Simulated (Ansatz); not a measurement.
**Where the states of PbI$_{2}$ lie**

```
Pb I
1.0
     4.55500    0.00000    0.00000
    -2.27750    3.94475    0.00000
     0.00000    0.00000    6.97700
Pb I
1 2
Direct
  0.00000 0.00000 0.00000
  0.33333 0.66667 0.26500
  0.66667 0.33333 0.73500
```

The cell is COD entry 9009114, as deposited and not checked against the literature; nothing was relaxed.

Spin–orbit coupling is left out, though it moves levels of the heavy atoms by tenths of an eV or more.

Method: DFT, PBE, all-electron LAPW, scalar-relativistic (Ansatz 0.2.0).

Settings: a Γ-centred 8×8×5 k mesh, Fermi–Dirac smearing of 0.02 eV, basis error target 1 meV/atom, no spin polarisation.

(1) Which of the resolved shells contributes most in the top eV of the valence band?

(2) Tabulate the density of states.

Answers

(1) I 5p, with 91 % of all states there; Pb 6s follows with 7 %.

(2) States per eV and cell, averaged over 0.4 eV, from -3.5 to 3.9 eV, with energies (bin centres) from the valence-band top; empty bins are left out. The partial columns, the largest 3 alone, are projections on Löwdin-orthogonalised atomic shells (those that the program's projection atoms carry: the occupied ones and, for some elements, an empty d or f shell; other empty shells have no column), summed over atoms of an element. Weights on diffuse s and p shells depend on that basis and aren't pure angular character.
```csv
E (eV),total,I 5p,Pb 6p,Pb 6s
-3.4,0.26,0.18,0.08,0.00
-3.0,2.54,1.77,0.73,0.00
-2.6,2.88,2.14,0.68,0.02
-2.2,4.31,3.35,0.87,0.03
-1.8,3.49,2.83,0.59,0.02
-1.4,4.40,3.96,0.35,0.04
-1.0,6.17,5.91,0.15,0.04
-0.6,3.07,2.73,0.04,0.27
-0.2,2.88,2.43,0.03,0.39
2.2,0.01,0.00,0.01,0.00
2.6,0.39,0.04,0.30,0.00
3.0,1.97,0.35,1.42,0.00
3.4,3.90,0.83,2.73,0.00
3.8,5.06,1.27,3.38,0.00
```
